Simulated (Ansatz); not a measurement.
## Levels at Γ against strain in MgTe

```xyz
4
Lattice="4.5400 0.0000 0.0000 -2.2700 3.9318 0.0000 0.0000 0.0000 7.3950" Properties=species:S:1:pos:R:3 pbc="T T T"
Mg    0.0000    2.6212    0.0000
Mg    2.2700    1.3106    3.6975
Te    0.0000    2.6212    2.7361
Te    2.2700    1.3106    6.4336
```

Atom numbers follow the list: Mg1, Mg2, Te3, Te4.

The cell is COD entry 1538744, as deposited and not checked against the literature; nothing was relaxed.

Spin–orbit coupling is left out, though it moves levels of the heavy atoms by tenths of an eV or more.

All numbers below come from DFT, PBE, all-electron LAPW, scalar-relativistic in Ansatz 0.2.0.

Numerical set-up: a Γ-centred 9×9×5 k mesh, Fermi–Dirac smearing of 0.03 eV, basis error target 0.5 meV/atom, no spin polarisation.

The cell is scaled evenly. Fractional coordinates are held (clamped ions).

Only quantities that a quadratic follows smoothly over the whole series are listed; rougher ones are left out.

```tsv
ln(V/Vcell)	direct gap at Γ (eV)	smallest gap on mesh and path (eV)
-0.0619	2.833	2.833
-0.0408	2.731	2.731
-0.0202	2.633	2.633
-0.0101	2.586	2.586
0.0000	2.539	2.539
0.0198	2.448	2.448
0.0392	2.360	2.360
0.0583	2.276	2.276
```

Question: Fit the series and give the slopes at zero strain.

Answer: Least-squares fits y = p0 + p1 x + p2 x² to the rows give direct gap at Γ (eV): p1 = -4.63, p2 = 2; smallest gap on mesh and path (eV): p1 = -4.63, p2 = 2. So dEg/dln V = -4.6 eV for the direct gap at Γ, the fundamental gap of this crystal. Semilocal gaps are too small, but their slopes carry over better.

Question: One run, at ln(V/Vcell) = 0.0100, is withheld. Predict its row.

Answer: The fits give 2.493, 2.493; the run gave 2.493, 2.493.
